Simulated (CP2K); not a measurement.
# SiO2 (I4_122) in CP2K: a series of runs

The runs below take SiO2 through single point, with BLYP, WC.

Program: CP2K 2026.2. These are calculated values, not measurements. Logs are shortened: lines on timing, memory, paths and dates and some standing lists are left out, and cuts for length are marked.

## 1. The structure

The structure is tetragonal, space group I4_122 (No. 98). The conventional cell has a = 5.676 Å, b = 5.676 Å, c = 11.320 Å, α = 90.00°, β = 90.00°, γ = 90.00°. Around Si (site symmetry 2) lie 4 O at 1.63 to 1.64 Å. O (site symmetry 2) is surrounded by 2 Si at 1.63 Å. O (site symmetry 2) has 2 Si at 1.64 Å as nearest neighbours.

The cell comes from a database or a generator and needn't be the stable form of this composition.

## 2. Single point, BLYP

Contents of sio2_scf.inp:

```
&GLOBAL
  PROJECT sio2_scf
  RUN_TYPE ENERGY_FORCE
  PRINT_LEVEL LOW
&END GLOBAL
&FORCE_EVAL
  METHOD QS
  STRESS_TENSOR ANALYTICAL
  &DFT
    BASIS_SET_FILE_NAME BASIS_MOLOPT_UZH
    POTENTIAL_FILE_NAME POTENTIAL_UZH
    &MGRID
      CUTOFF 850
      REL_CUTOFF 60
      NGRIDS 4
    &END MGRID
    &QS
      METHOD GPW
      EPS_DEFAULT 1.0E-9
    &END QS
    &KPOINTS
      SCHEME MONKHORST-PACK 5 5 5
      GAMMA_CENTERED T
      SYMMETRY T
      SYMMETRY_BACKEND SPGLIB
    &END KPOINTS
    &SCF
      SCF_GUESS ATOMIC
      EPS_SCF 1.0E-6
      MAX_SCF 100
      ADDED_MOS 30
      CHOLESKY OFF
      EPS_EIGVAL 1.0E-7
      &DIAGONALIZATION ON
        ALGORITHM STANDARD
      &END DIAGONALIZATION
      &MIXING ON
        METHOD BROYDEN_MIXING
        ALPHA 0.4
        BETA 1.5
        NBUFFER 8
      &END MIXING
      &SMEAR ON
        METHOD FERMI_DIRAC
        ELECTRONIC_TEMPERATURE [K] 580.226
      &END SMEAR
    &END SCF
    &XC
      &XC_FUNCTIONAL BLYP
      &END XC_FUNCTIONAL
    &END XC
    &PRINT
      &KPOINTS ON
      &END KPOINTS
      &MULLIKEN ON
      &END MULLIKEN
      &MO ON
        ENERGIES T
        OCCUPATION_NUMBERS T
        &EACH
          QS_SCF 0
        &END EACH
        ADD_LAST NUMERIC
      &END MO
    &END PRINT
  &END DFT
  &SUBSYS
    &CELL
      A 6.9386819614 0.0000000000 0.0000000000
      B 2.2959183338 6.5478291338 0.0000000000
      C -4.6173001476 -3.2739145669 4.0133938402
      PERIODIC XYZ
    &END CELL
    &COORD
      SCALED
      Si  0.8750000000 0.2636180000 0.8886180000
      Si  0.0136180000 0.6250000000 0.8886180000
      Si  0.7363820000 0.1250000000 0.1113820000
      Si  0.3750000000 0.9863820000 0.1113820000
      O   0.6337270000 0.1337270000 0.5000000000
      O   0.4678770000 0.9678770000 0.9357540000
      O   0.0321230000 0.5321230000 0.0642460000
      O   0.1162730000 0.1162730000 0.0000000000
      O   0.8837270000 0.8837270000 0.0000000000
      O   0.8662730000 0.3662730000 0.5000000000
      O   0.2821230000 0.7178770000 0.0000000000
      O   0.7178770000 0.2821230000 0.0000000000
    &END COORD
    &KIND Si
      BASIS_SET DZVP-MOLOPT-PBE-GTH-q4
      POTENTIAL GTH-PBE-q4
    &END KIND
    &KIND O
      BASIS_SET DZVP-MOLOPT-PBE-GTH-q6
      POTENTIAL GTH-PBE-q6
    &END KIND
    &PRINT
      &ATOMIC_COORDINATES ON
      &END ATOMIC_COORDINATES
      &CELL ON
      &END CELL
      &SYMMETRY ON
      &END SYMMETRY
    &END PRINT
  &END SUBSYS
  &PRINT
    &FORCES ON
    &END FORCES
    &STRESS_TENSOR ON
    &END STRESS_TENSOR
  &END PRINT
&END FORCE_EVAL
```

Potentials or basis: POTENTIAL_UZH Si GTH-PBE-q4, O GTH-PBE-q6; DZVP-MOLOPT-PBE-GTH basis.

The run is started by

```console
$ OMP_NUM_THREADS=1 mpirun -n 2 cp2k.psmp -i sio2_scf.inp -o sio2_scf.out
```

sio2_scf.out:

```text

 CP2K| version string:                                       CP2K version 2026.2
 CP2K| Input file name                                              sio2_scf.inp

 GLOBAL| Force Environment number                                              1
 GLOBAL| Basis set file name                                    BASIS_MOLOPT_UZH
 GLOBAL| Potential file name                                       POTENTIAL_UZH
 GLOBAL| MM Potential file name                                     MM_POTENTIAL
 GLOBAL| Coordinate file name                                      __STD_INPUT__
 GLOBAL| Method name                                                        CP2K
 GLOBAL| Project name                                                   sio2_scf
 GLOBAL| Run type                                                   ENERGY_FORCE
 GLOBAL| FFT library                                                       FFTW3
 GLOBAL| Diagonalization library                                       ScaLAPACK
 GLOBAL| Cholesky decomposition library                                ScaLAPACK
 GLOBAL| DGEMM library                                                      BLAS
 GLOBAL| Direct generalized diagonalization requested                          F
 GLOBAL| Matrix multiplication library                                 ScaLAPACK
 GLOBAL| Global print level                                                  LOW
 GLOBAL| Total number of message passing processes                             2
 GLOBAL| Number of threads for this process                                    1
 GLOBAL| CPU model name                                                  UNKNOWN

 CELL| Volume [angstrom^3]:                                           182.341742
 CELL| Vector a [angstrom]:       6.939     0.000     0.000   |a| =     6.938682
 CELL| Vector b [angstrom]:       2.296     6.548     0.000   |b| =     6.938682
 CELL| Vector c [angstrom]:      -4.617    -3.274     4.013   |c| =     6.938682
 CELL| Angle (b,c), alpha [degree]:                                   131.716351
 CELL| Angle (a,c), beta  [degree]:                                   131.716351
 CELL| Angle (a,b), gamma [degree]:                                    70.677390
 CELL| Numerically orthorhombic:                                              NO
 CELL| Periodicity                                                           XYZ

 CELL_REF| Volume [angstrom^3]:                                       182.341742
 CELL_REF| Vector a [angstrom     6.939     0.000     0.000   |a| =     6.938682
 CELL_REF| Vector b [angstrom     2.296     6.548     0.000   |b| =     6.938682
 CELL_REF| Vector c [angstrom    -4.617    -3.274     4.013   |c| =     6.938682
 CELL_REF| Angle (b,c), alpha [degree]:                               131.716351
 CELL_REF| Angle (a,c), beta  [degree]:                               131.716351
 CELL_REF| Angle (a,b), gamma [degree]:                                70.677390
 CELL_REF| Numerically orthorhombic:                                          NO
 CELL_REF| Periodicity                                                       XYZ

[... 8 lines left out ...]
 TOTAL NUMBERS AND MAXIMUM NUMBERS

  Total number of            - Atomic kinds:                                   2
                             - Atoms:                                         12
                             - Shell sets:                                    12
                             - Shells:                                        60
                             - Primitive Cartesian functions:                 56
                             - Cartesian basis functions:                    168
                             - Spherical basis functions:                    156

  Maximum angular momentum of- Orbital basis functions:                        2
                             - Local part of the GTH pseudopotential:          2
                             - Non-local part of the GTH pseudopotential:      2

 MODULE QUICKSTEP: ATOMIC COORDINATES IN ANGSTROM

   Atom Kind Element         X             Y             Z       Z(eff)     Mass
      1    1 Si   14      2.573576     -1.183134      3.566374   4.0000  28.0855
      2    1 Si   14     -2.573576      1.183134      3.566374   4.0000  28.0855
      3    1 Si   14      4.882226      0.453823      0.447020   4.0000  28.0855
      4    1 Si   14      4.352374      6.094006      0.447020   4.0000  28.0855
      5    2 O     8      2.395606     -0.761336      2.006697   6.0000  15.9994
      6    2 O     8      1.147959      3.273915      3.755549   6.0000  15.9994
      7    2 O     8      1.147959      3.273915      0.257845   6.0000  15.9994
      8    2 O     8      1.073735      0.761336      0.000000   6.0000  15.9994
      9    2 O     8      8.160866      5.786493      0.000000   6.0000  15.9994
[... 66 lines left out ...]

 Extrapolation method: initial_guess

 Number of electrons:                                                         64
 Number of occupied orbitals:                                                 32
 Number of molecular orbitals:                                                62

 Number of orbital functions:                                                156
 Number of independent orbital functions:                                    156

 SCF WAVEFUNCTION OPTIMIZATION

  Step     Update method      Time    Convergence         Total energy    Change
  ------------------------------------------------------------------------------
     1 NoMix/Diag. 0.40E+00    2.2     1.01454885      -144.5082586572 -1.45E+02
     2 Broy./Diag. 0.40E+00    3.0     6.81597608      -130.3638169028  1.41E+01
     3 Broy./Diag. 0.40E+00    2.9     6.81486861      -138.5566591798 -8.19E+00
     4 Broy./Diag. 0.40E+00    2.9     0.00878080      -146.1148965499 -7.56E+00
     5 Broy./Diag. 0.40E+00    3.0     0.02454553      -144.3398959093  1.78E+00
     6 Broy./Diag. 0.40E+00    2.9     0.00849957      -144.1289818770  2.11E-01
     7 Broy./Diag. 0.40E+00    2.9     0.00516936      -144.2067861789 -7.78E-02
     8 Broy./Diag. 0.40E+00    2.9     0.00150307      -144.3208897579 -1.14E-01
     9 Broy./Diag. 0.40E+00    3.0     0.00094372      -144.3542617041 -3.34E-02
    10 Broy./Diag. 0.40E+00    3.0     0.00079456      -144.3616757201 -7.41E-03
    11 Broy./Diag. 0.40E+00    3.0     0.00037447      -144.3585301206  3.15E-03
    12 Broy./Diag. 0.40E+00    3.0     0.00009708      -144.3691946160 -1.07E-02
    13 Broy./Diag. 0.40E+00    3.0     0.00007391      -144.3726330324 -3.44E-03
    14 Broy./Diag. 0.40E+00    3.0     0.00002088      -144.3733360888 -7.03E-04
    15 Broy./Diag. 0.40E+00    3.0     0.00004560      -144.3732397010  9.64E-05
    16 Broy./Diag. 0.40E+00    3.0     0.00001137      -144.3735011240 -2.61E-04
    17 Broy./Diag. 0.40E+00    3.0     0.00000897      -144.3734659339  3.52E-05
    18 Broy./Diag. 0.40E+00    3.0     0.00000787      -144.3733674788  9.85E-05
    19 Broy./Diag. 0.40E+00    3.0     0.00000271      -144.3734102921 -4.28E-05
    20 Broy./Diag. 0.40E+00    3.0     0.00000175      -144.3734194971 -9.20E-06
    21 Broy./Diag. 0.40E+00    3.0     0.00000092      -144.3734078576  1.16E-05

  *** SCF run converged in    21 steps ***

  Electronic density on regular grids:        -63.9999999169        0.0000000831
  Core density on regular grids:               63.9999999629       -0.0000000371
  Total charge density on r-space grids:        0.0000000460
  Total charge density g-space grids:           0.0000000460

  Overlap energy of the core charge distribution:               0.00000010795548
  Self energy of the core charge distribution:               -373.36693059293589
  Core Hamiltonian energy:                                    106.39837385720642
  Hartree energy:                                             156.19180008472870
  Exchange-correlation energy:                                -33.59665131459089
  Electronic entropic energy:                                  -0.00000000000010
  Fermi energy:                                                 0.07060679224540

  Total energy:                                              -144.37340785763629
  Total energy (extrapolated to T->0):                       -144.37340785763624

 MO| EIGENVALUES AND OCCUPATION NUMBERS FOR K POINT 1
 MO|
 MO|  Index      Eigenvalue [a.u.]        Eigenvalue [eV]             Occupation
 MO|      1              -0.685734             -18.659772               2.000000
 MO|      2              -0.675119             -18.370936               2.000000
 MO|      3              -0.660216             -17.965395               2.000000
 MO|      4              -0.633602             -17.241194               2.000000
 MO|      5              -0.627658             -17.079445               2.000000
 MO|      6              -0.625162             -17.011536               2.000000
[... 598 lines left out ...]
 MO|     61               0.767786              20.892526               0.000000
 MO|     62               0.785184              21.365948               0.000000
 MO| Sum:                                                              64.000000
 MO| E(Fermi):            0.070607 a.u.          1.921309 eV

 !-----------------------------------------------------------------------------!
                     Mulliken Population Analysis

 #  Atom  Element  Kind  Atomic population                           Net charge
       1     Si       1          2.890955                              1.109045
       2     Si       1          2.890955                              1.109045
       3     Si       1          2.890956                              1.109044
       4     Si       1          2.890954                              1.109046
       5     O        2          6.540826                             -0.540826
       6     O        2          6.568147                             -0.568147
       7     O        2          6.568147                             -0.568147
       8     O        2          6.540853                             -0.540853
       9     O        2          6.540852                             -0.540852
      10     O        2          6.540825                             -0.540825
      11     O        2          6.568265                             -0.568265
      12     O        2          6.568265                             -0.568265
 # Total charge                             64.000000                  0.000000

 !-----------------------------------------------------------------------------!

 ENERGY| Total FORCE_EVAL ( QS ) energy [hartree]           -144.373406963126115

 FORCES| Atomic forces [hartree/bohr]
 FORCES|   Atom     x               y               z               |f|
 FORCES|      1 -3.28493303E-04  4.53761254E-04  5.55854080E-04   7.89164675E-04
 FORCES|      2  3.28528157E-04 -4.53769736E-04  5.55913608E-04   7.89225990E-04
 FORCES|      3 -3.19542069E-04  4.60158033E-04 -5.55917772E-04   7.89238315E-04
 FORCES|      4  3.19531052E-04 -4.60111239E-04 -5.55882752E-04   7.89181906E-04
 FORCES|      5  4.64638839E-04  3.29197174E-04  3.13027341E-08   5.69438347E-04
 FORCES|      6  1.27134887E-08  5.11299530E-08  1.82384399E-04   1.82384407E-04
 FORCES|      7 -4.24314933E-08  3.03588569E-08 -1.82381788E-04   1.82381796E-04
 FORCES|      8 -3.96677783E-05 -2.81598516E-05 -1.16522439E-07   4.86469265E-05
 FORCES|      9  3.96695036E-05  2.80875275E-05  1.24575082E-07   4.86065247E-05
 FORCES|     10 -4.64396469E-04 -3.29579153E-04  4.85242118E-10   5.69461587E-04
 FORCES|     11  1.67365563E-03 -2.36038522E-03 -9.73619838E-09   2.89353444E-03
 FORCES|     12 -1.67365614E-03  2.36038474E-03 -4.98064621E-10   2.89353434E-03
 FORCES| Sum     2.37706832E-07 -3.34984674E-07 -6.19367999E-10
 FORCES| Total atomic force                                       4.10754980E-07

 STRESS| Analytical stress tensor [bar]
 STRESS|                        x                   y                   z
 STRESS|      x        1.13652356908E+04   1.71028144472E+03  -5.77693835673E-01
 STRESS|      y        1.71028144472E+03   1.01658285507E+04  -4.30396193083E-01
 STRESS|      z       -5.77693835673E-01  -4.30396193083E-01   8.90403922079E+03
 STRESS| 1/3 Trace                                             1.01450344874E+04
 STRESS| Determinant                                           1.00270143615E+12

 STRESS| Eigenvectors and eigenvalues of the analytical stress tensor [bar]
 STRESS|                        1                   2                   3
 STRESS| Eigenvalues   8.90403907375E+03   8.95315606406E+03   1.25779083245E+04
 STRESS|      x          -0.000039737570     -0.578405778094      0.815749198154
 STRESS|      y           0.000394961756      0.815749126094      0.578405746239
 STRESS|      z           0.999999921213     -0.000345174175     -0.000196032274
```

Run time: 68 s. Hardware: 2 MPI ranks of Arm Neoverse V1, shared host.

Results:

| Quantity | Value |
| --- | --- |
| Free energy | -3928.6002 eV |
| Pressure | 1.0 GPa |
| Largest force | 0.149 eV/Å |
| Band gap on the k mesh | 6.23 eV, indirect (least direct gap 6.28 eV) |
| Mulliken charges | Si +1.11; O -0.54, -0.57 e |

Forces on the atoms (eV/Å):
```
Si  -0.017  0.023  0.029
Si   0.017 -0.023  0.029
Si  -0.016  0.024 -0.029
Si   0.016 -0.024 -0.029
O    0.024  0.017  0.000
O    0.000  0.000  0.009
O    0.000  0.000 -0.009
O   -0.002 -0.001  0.000
O    0.002  0.001  0.000
O   -0.024 -0.017  0.000
O    0.086 -0.121  0.000
O   -0.086  0.121  0.000
```

Stress tensor (GPa, compression positive):
```
1.14 0.17 0.00
0.17 1.02 0.00
0.00 0.00 0.89
```

Caveat: Mulliken charges move with the basis; the potentials were made for another functional, which shifts forces and pressure; an odd mesh through Γ misses points on the zone boundary, where band edges often lie; the basis of atomic orbitals isn't converged, which shifts pressures, moduli and gaps.

[end of part 1 of 2]
